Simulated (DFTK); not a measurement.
Runs of DFTK 0.8.2 on Rh. It takes space group Fm-3m (No. 225, cubic). Conventional cell: a = 3.796 Å, b = 3.796 Å, c = 3.796 Å, α = 90.00°, β = 90.00°, γ = 90.00°. Rh (site symmetry m-3m) has 12 Rh at 2.68 Å as nearest neighbours. 

```tsv
task	level	potentials or basis	U	k mesh	cutoff (eV)	valence electrons	start of the occupations	symmetries used	SCF solver	mesh quality	gap on the mesh (eV)	pressure (GPa)
single point	PBEsol	SG15 1.2 (PBE)	-	12 × 12 × 12	1225	Rh 17	-	-	-	not flagged	none	(a)
band structure	LDA+U	dojo.nc.sr.lda.v0_4_1.standard.upf (LDA)	Rh d U = 3 eV	6 × 6 × 6	1197	Rh 17	half filled (the program's default)	no	-	coarse	none	-8.6
band structure	r2SCAN	cp2k.nc.sr.pbe.v0_1.largecore.gth (PBE, GTH, large core)	-	10 × 10 × 10	2150	Rh 9	-	-	ScfAndersonSolver	not flagged	none	4.6
band structure	BJ06	cp2k.nc.sr.pbe.v0_1.largecore.gth (PBE, GTH, large core)	-	10 × 10 × 10	2150	Rh 9	-	-	-	not flagged	none	-
```

Alike in all rows: no spin polarisation; cell as given; smearing fermi-dirac 0.05 eV.

Q: Estimate the missing entries.

A: (a) -4.0.

Caveats: some runs use coarse meshes; the potentials were made for another functional, which shifts forces and pressure (some runs); GTH potentials come without recommended cutoffs, and this one wasn't checked for convergence (some runs); the program warned that the kinetic-energy density falls under its von Weizsäcker bound, which can give unphysical results (some runs); this set keeps more shells in the core, which shifts pressures and gaps (some runs); the Hubbard orbitals reach further out than in other programs, which can move energies by up to some tens of meV an atom (some runs); U without spin polarisation on a metal has little footing (some runs); the U is typed as a test and isn't derived for this compound (some runs).

A k mesh can miss the band edges, and the runs leave out spin-orbit coupling on Rh.

A gap of «none» marks a metal or a gap under the smearing width.

Runs at the PBE level aren't shown here.
